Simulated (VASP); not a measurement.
# AgBr: relaxation of cell and atoms with PBE

The system is AgBr.

```
CELL_PARAMETERS angstrom
0.00000 2.92341 2.92341
2.92341 0.00000 2.92341
2.92341 2.92341 0.00000
ATOMIC_POSITIONS crystal
Ag 0.00000 0.00000 0.00000
Br 0.50000 0.50000 0.50000
```

```yaml
Program: VASP 6.6.1
Task: relaxation of cell and atoms
Functional: PBE
Potentials_or_basis: VASP PAW PBE potentials, release 64 (Ag, Br)
Cutoff: 300 eV
k_mesh: 4 × 4 × 4
Occupations: gaussian, width 0.03 eV
Spin: no spin polarisation
Further_INCAR_settings: ALGO = Normal; EDIFF = 1e-07; IBRION = 2; EDIFFG = -0.005; NSW = 90; ISIF = 3
```

```yaml
Relaxed_volume: 24.96 Å³/atom
Relaxed_cell: a = 4.133 Å, b = 4.133 Å, c = 4.133 Å, α = 60.00°, β = 60.00°, γ = 60.00°
Space_group_after_relaxing_to_0.05_Å: Fm-3m (No. 225)
Energy_gained_by_relaxing: 0.0 meV/atom
Ionic_steps: 2
Pressure_after_relaxing: 0.0 GPa
Band_gap_on_the_k_mesh: 0.67 eV, indirect (least direct gap 2.41 eV)
```

Final structure:
```
Ag Br
1.0
     0.00000    2.92258    2.92258
     2.92258    0.00000    2.92258
     2.92258    2.92258    0.00000
Ag Br
1 1
Direct
  0.00000 0.00000 0.00000
  0.50000 0.50000 0.50000
```

Levels at points of the mesh, in eV from the valence-band top:
```tsv
k point	band 7	band 8	band 9	band 10	band 11	band 12
(0.00, 0.00, 0.00)	-1.74	-1.74	-1.74	0.67	9.92	9.92
(0.50, 0.00, 0.00)	-2.00	0.00	0.00	3.87	6.26	6.85
(0.50, 0.50, 0.00)	-2.23	-2.23	-2.16	1.69	7.14	8.84
```

Run time: 8.5 s on 1 thread of Intel(R) Xeon(R) Platinum 8259CL CPU @ 2.50GHz (Skylake/Cascade Lake) (shared host), peak memory 0.13 GiB.

Caveat: the k mesh is coarse (spacing up to 0.47 Å⁻¹), so the values aren't converged; the cutoff is under 1.25 times the usual one of these potentials, so pressure, stress and relaxed cells hold a basis-set (Pulay) error. A k mesh can miss the band edges.
